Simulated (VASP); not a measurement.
# Co (P-3m1) in VASP: notebook, part 3 of 3

VASP 6.6.1. Earlier steps stand in the parts before.

### Step 6. Single point, LDA, collinear spin, ferromagnetic start

Contents of INCAR:

```
PREC = Accurate
ENCUT = 460
EDIFF = 1E-6
ISMEAR = -1
SIGMA = 0.4
LREAL = False
LASPH = True
NELM = 100
ALGO = Normal
ISIF = 2
LWAVE = False
LCHARG = False
ISPIN = 2
MAGMOM = 2 2
LORBIT = 11
LMAXMIX = 4
GGA = CA
NBANDS = 20
ADDGRID = False
```

Contents of KPOINTS:

```
Automatic mesh
0
Gamma
  11 11 6
```

Contents of POSCAR:

```
Co
1.0
    2.4873648738      0.0000000000      0.0000000000
   -1.2436824369      2.1541211692      0.0000000000
    0.0000000000      0.0000000000      4.0632895034
Co
2
Direct
    0.3275520000      0.6759820000      0.7288160000
    0.6891290000      0.3188900000      0.2643300000
```

Potentials or basis: VASP PAW LDA potentials, release 64 (Co).

The run is started by

```console
> cat potpaw_LDA.64/Co/POTCAR > POTCAR
> mpirun -np 1 vasp_std > vasp.out
```

OUTCAR:

```text
PREC = Accurate
   ENCUT = 460
   EDIFF = 1E-6
   ISMEAR = -1
   LREAL = False
   LASPH = True
   NELM = 100
   ISIF = 2
   ISPIN = 2
   LORBIT = 11
   GGA = CA

 Found    364 irreducible k-points:

 Following reciprocal coordinates:
            Coordinates               Weight
  0.000000  0.000000  0.000000      1.000000
  0.090909 -0.000000  0.000000      2.000000
  0.000000  0.090909  0.000000      2.000000
 -0.090909  0.090909  0.000000      2.000000
  0.181818 -0.000000  0.000000      2.000000
  0.000000  0.181818  0.000000      2.000000
   k-points           NKPTS =    364   k-points in BZ     NKDIM =    364   number of bands    NBANDS=     20
   number of dos      NEDOS =    301   number of ions     NIONS =      2
   total plane-waves  NPLWV =   9072
   dimension x,y,z NGX =    18 NGY =   18 NGZ =   28
   dimension x,y,z NGXF=    36 NGYF=   36 NGZF=   56
   ions per type =               2
   NGX,Y,Z   is equivalent  to a cutoff of  12.03, 12.03, 11.46 a.u.
   NGXF,Y,Z  is equivalent  to a cutoff of  24.06, 24.06, 22.91 a.u.
 SYSTEM =  unknown system
   PREC   = accura    normal or accurate (medium, high low for compatibility)
   ISTART =      0    job   : 0-new  1-cont  2-samecut
   ICHARG =      2    charge: 1-file 2-atom 10-const
   ISPIN  =      2    spin polarized calculation?
   LNONCOLLINEAR =      F non collinear calculations
   LSORBIT =      F    spin-orbit coupling
   LASPH  =      T    aspherical Exc in radial PAW
   ENCUT  =  460.0 eV  33.81 Ry    5.81 a.u.   4.35  4.35  7.11*2*pi/ulx,y,z
   NELM   =    100;   NELMIN=  2; NELMDL= -5     # of ELM steps
   EDIFF  = 0.1E-05   stopping-criterion for ELM
   LREAL  =      F    real-space projection
   EDIFFG = 0.1E-04   stopping-criterion for IOM
   NSW    =      0    number of steps for IOM
   IBRION =     -1    ionic relax: 0-MD 1-quasi-New 2-CG
   NFREE  =      0    steps in history (QN), initial steepest desc. (CG)
   ISIF   =      2    stress and relaxation
   ISYM   =      2    0-nonsym 1-usesym 2-fastsym
   POTIM  = 0.5000    time-step for ionic-motion
   TEBEG  =    0.0;   TEEND  =   0.0 temperature during run
   PSTRESS=    0.0 pullay stress
   NELECT =      18.0000    total number of electrons
   NUPDOWN=      -1.0000    fix difference up-down
[... 32 lines left out ...]
  ext. energy  EPLUGINS =         0.00000000
  ---------------------------------------------------
  free energy    TOTEN  =       -16.89122368 eV

  energy without entropy =      -14.93247815  energy(sigma->0) =      -15.91185091

 E-fermi :   9.8862     XC(G=0): -13.7168

 val. band max:        9.8855473202   @ k =   0.0909  -0.0000   0.3333
 cond. band min:       9.8867680879   @ k =   0.0000  -0.0909   0.3333
 fundamental gap:      0.0012207678
 Fermi energy:         9.8862336612

 spin component 1

 k-point     1 :       0.0000    0.0000    0.0000
  band No.  band energies     occupation
      1       1.0575      1.00000
      2       5.1962      0.99999
      3       7.9330      0.99248
      4       8.0301      0.99044
      5       8.1187      0.98810
      6       8.3309      0.97993
[... 127 lines left out ...]
     19      35.9758      0.00000
     20      38.2127      0.00000

 [... further k-points ...]

 spin component 2

 k-point     1 :       0.0000    0.0000    0.0000
  band No.  band energies     occupation
      1       1.0561      1.00000
      2       5.1903      0.99999
      3       7.9241      0.99265
      4       8.0209      0.99065
      5       8.1093      0.98837
      6       8.3215      0.98039
[... 127 lines left out ...]
     19      35.9730      0.00000
     20      38.2109      0.00000

 [... further k-points ...]

------------------------ aborting loop because EDIFF is reached ----------------------------------------

  FORCE on cell =-STRESS in cart. coord.  units (eV):
  Direction    XX          YY          ZZ          XY          YZ          ZX
  --------------------------------------------------------------------------------------
  -------------------------------------------------------------------------------------
  Total       -2.5384082     -2.3308520     -2.3617657      0.2016602     -0.0820961      0.1681284
  in kB     -186.8033473   -171.5291337   -173.8040925     14.8403258     -6.0415094     12.3726917
  external PRESSURE =    -177.3788578 kB  Pullay stress =       0.0000000 kB

 VOLUME and BASIS-vectors are now :
 -----------------------------------------------------------------------------
  energy-cutoff  :      460.00
  volume of cell :       21.77
      direct lattice vectors                 reciprocal lattice vectors
     2.487364874  0.000000000  0.000000000     0.402031889  0.232113220  0.000000000
    -1.243682437  2.154121169  0.000000000     0.000000000  0.464226439  0.000000000
     0.000000000  0.000000000  4.063289503     0.000000000  0.000000000  0.246106018

 POSITION                                       TOTAL-FORCE (eV/Angst)
 -----------------------------------------------------------------------------------
     -0.02597      1.45615      2.96139         0.239724     -0.120351      0.958420
      1.31752      0.68693      1.07405        -0.239724      0.120351     -0.958420
 -----------------------------------------------------------------------------------
    total drift:                                0.000009      0.000008      0.000063

  FREE ENERGIE OF THE ION-ELECTRON SYSTEM (eV)
  ---------------------------------------------------
  free  energy   TOTEN  =       -16.8912236753 eV

  energy  without entropy=      -14.9324781512  energy(sigma->0) =      -15.91185091

 total charge

# of ion       s       p       d       tot
------------------------------------------
    1        0.491   0.516   7.294   8.300
    2        0.491   0.516   7.294   8.300
--------------------------------------------------
tot          0.982   1.032  14.587  16.600

 magnetization (x)

# of ion       s       p       d       tot
------------------------------------------
    1        0.000   0.000  -0.010  -0.010
    2        0.000   0.000  -0.010  -0.010
--------------------------------------------------
tot          0.000   0.000  -0.020  -0.020
```

OSZICAR:

```text
N       E                     dE             d eps       ncg     rms          rms(c)
DAV:   1     0.787708968690E+02    0.78771E+02   -0.76171E+03 30888   0.114E+03
DAV:   2    -0.147421475593E+02   -0.93513E+02   -0.84254E+02 29604   0.208E+02
DAV:   3    -0.190459329052E+02   -0.43038E+01   -0.41388E+01 32840   0.546E+01
DAV:   4    -0.191119100313E+02   -0.65977E-01   -0.65929E-01 36164   0.592E+00
DAV:   5    -0.191137395862E+02   -0.18296E-02   -0.18295E-02 33996   0.929E-01    0.157E+01
DAV:   6    -0.173910978916E+02    0.17226E+01   -0.80113E+00 32948   0.589E+01    0.702E+00
DAV:   7    -0.169028652605E+02    0.48823E+00   -0.14552E+00 33044   0.226E+01    0.324E+00
DAV:   8    -0.168797352415E+02    0.23130E-01   -0.20121E-02 44848   0.177E+00    0.135E+00
DAV:   9    -0.168770550566E+02    0.26802E-02   -0.28169E-03 41292   0.718E-01    0.708E-01
DAV:  10    -0.168826673476E+02   -0.56123E-02   -0.36676E-03 39000   0.113E+00    0.479E-01
DAV:  11    -0.168858260486E+02   -0.31587E-02   -0.12601E-03 41640   0.624E-01    0.326E-01
DAV:  12    -0.168898540042E+02   -0.40280E-02   -0.48313E-03 37664   0.139E+00    0.162E-01
DAV:  13    -0.168905642664E+02   -0.71026E-03   -0.85426E-04 45544   0.419E-01    0.136E-01
DAV:  14    -0.168908603591E+02   -0.29609E-03   -0.17956E-04 37080   0.269E-01    0.121E-01
DAV:  15    -0.168908340971E+02    0.26262E-04   -0.84229E-03 34960   0.186E+00    0.728E-02
DAV:  16    -0.168912083426E+02   -0.37425E-03   -0.13303E-03 38000   0.746E-01    0.237E-02
DAV:  17    -0.168912227519E+02   -0.14409E-04   -0.51657E-05 44360   0.103E-01    0.708E-03
DAV:  18    -0.168912236753E+02   -0.92339E-06   -0.15244E-06 26888   0.142E-02
   1 F= -.16891224E+02 E0= -.15911851E+02  d E =-.195875E+01  mag=    -0.0028
```

stdout:

```text
POSCAR found type information on POSCAR Co
 POSCAR found :  1 types and       2 ions
 scaLAPACK will be used
 LDA part: xc-table for (Slater(with rela. corr.)+CA(PZ))
 , standard interpolation
 POSCAR, INCAR and KPOINTS ok, starting setup
 FFT: planning ... GRIDC
 FFT: planning ... GRID_SOFT
 FFT: planning ... GRID
 WAVECAR not read
 entering main loop
```

Wall time 2.2 min (1 thread of Intel Xeon 6975P-C (Granite Rapids), shared host); peak memory 0.28 GiB.

These settings aren't checked as converged: the numbers below hold their error.

What came out:

- Free energy: -16.8912 eV
- Pressure: -17.7 GPa
- Largest force: 0.995 eV/Å
- Band gap on the k mesh: none (metal or under the smearing width)
- Net moment: -0.02 μB per cell
- Valence electrons inside the program's atomic spheres: Co 8.30

Caveat: the starting moments collapsed, and a magnetic state may lie lower.

### Step 7. For comparison

An earlier run on the cell as given: functional PBE; potentials or basis VASP PAW PBE potentials, release 64 (Co); cutoff 520 eV; k mesh 12 × 12 × 7; occupations fermi-dirac, width 0.05 eV; collinear spin, ferromagnetic start; starting moments [2.0, 2.0] μB.

* Pressure: 0.0 GPa
* Largest force: 0.481 eV/Å
* Band gap on the k mesh: none (metal or under the smearing width)
* Net moment: 3.26 μB per cell
* Site moments: Co +1.65 μB
* Valence electrons inside the program's atomic spheres: Co 8.27
